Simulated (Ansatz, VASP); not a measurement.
# Two plane-wave programs on TiNi

File INCAR:

```
  ALGO = Normal
  EDIFF = 1E-6
  ENCUT = 520
  GGA = PS
  ISIF = 2
  ISMEAR = 0
  ISPIN = 2
  LASPH = T
  LCHARG = T
  LELF = T
  LMAXMIX = 4
  LORBIT = 11
  LREAL = F
  LVHAR = T
  LWAVE = F
  MAGMOM = 0.31 0.25
  NBANDS = 22
  NELM = 150
  PREC = Accurate
  SIGMA = 0.15
```

KPOINTS

```
k-points
0
Gamma
  16 16 16
```

File POSCAR:

```
TiNi
1.0
    3.0150000000      0.0000000000      0.0000000000
    0.0000000000      3.0150000000      0.0000000000
    0.0000000000      0.0000000000      3.0150000000
Ti Ni
1 1
Direct
    0.5000000000      0.5000000000      0.5000000000
    0.0000000000      0.0000000000      0.0000000000
```

Input for Ansatz:

```yaml
crystal:
  lattice:
    - [3.015, 0.0, 0.0]
    - [0.0, 3.015, 0.0]
    - [0.0, 0.0, 3.015]
  atoms:
    - { symbol: Ti, position: [0.5, 0.5, 0.5], spin: 0.31 }
    - { symbol: Ni, position: [0.0, 0.0, 0.0], spin: 0.25 }
basis:
  ecutwfc: 420
kpoints:
  mp_grid: { grid: [16, 16, 16] }
hamiltonian:
  xc: pbesol
scf:
  occupations: { method: gaussian, width: 0.15 }
output:
  forces: true
  stress: true
  eigenvalues: true
  populations: true
magnetization:
  spin_polarized: true
```

Alike in both runs: task single point; functional PBEsol; k mesh 16 × 16 × 16; occupations gaussian, width 0.15 eV; collinear spin.

```csv
,VASP,Ansatz
version,VASP 6.6.1,Ansatz 0.2.0
potentials or method,"VASP PAW PBE potentials, release 64 (Ti_sv, Ni)","scalar-relativistic, plane waves, PAW"
plane-wave cutoff (eV),520,420
valence electrons in the cell,22,30
```

```tsv
	VASP	Ansatz	Ansatz less VASP
gap on the k mesh at the Fermi level (eV)	none	none	-
pressure (GPa)	-7.2	-7.1	+0.09
net moment per atom (μB)	0.00	0.00	0.000
```

A gap of «none» marks a metal or a gap that the smearing closes. With one functional, cell and mesh, what is left measures potentials, basis and numerics. The two sets of potentials don't hold the same shells in valence. Ansatz warned: «seeded_moment_not_kept».

Caveats: the PAW data sets were made with another functional, which shifts forces and pressure a little (VASP).
